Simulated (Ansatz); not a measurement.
**Pb under changes of volume**

One of the cells (40.672 Å³/atom); the others are scaled copies at fixed shape and fractional positions:

```
Pb
1.0
     0.00000    3.43900    3.43900
     3.43900    0.00000    3.43900
     3.43900    3.43900    0.00000
Pb
2
Cartesian
  1.7195 1.7195 1.7195
  0.0000 0.0000 0.0000
```

This isn't the form of Pb at room conditions, which is fcc.

| Property | Result |
| --- | --- |
| Program | Ansatz 0.2.0 |
| Functional | PBE |
| Potentials or basis | Ansatz PAW |
| Cutoff | 420 eV (not typed: the program's choice for these potentials) |
| k mesh | 7 × 7 × 7 |
| Occupations | fermi-dirac, width 0.05 eV |
| Spin | no spin polarisation |

| volume (Å³/atom) | energy over the lowest point (meV/atom) | pressure (GPa) |
| --- | --- | --- |
| 38.232 | 76.69 | 5.0 |
| 39.045 | ? | ? |
| 39.859 | 35.61 | 3.2 |
| 40.672 | 21.51 | 2.4 |
| 41.486 | 11.12 | 1.7 |
| 42.299 | 4.06 | 1.1 |
| 43.112 | 0.00 | 0.5 |

Q: What does the run at 39.045 Å³/atom give?

A: Energy over the lowest point 53.84 meV/atom; pressure 4.0 GPa.

Worked out: A Birch-Murnaghan fit of order 3 (a polynomial in V^(-2/3)) to the other rows has its minimum at 43.96 Å³/atom, just outside them, with B0 = V·E''(V) = 26 GPa and B' = 4.7. It gives 53.86 meV/atom at 39.045 Å³/atom, against the run's 53.84, and -dE/dV = 4.0 GPa, against 4.0.

Energies are extrapolated to zero smearing.
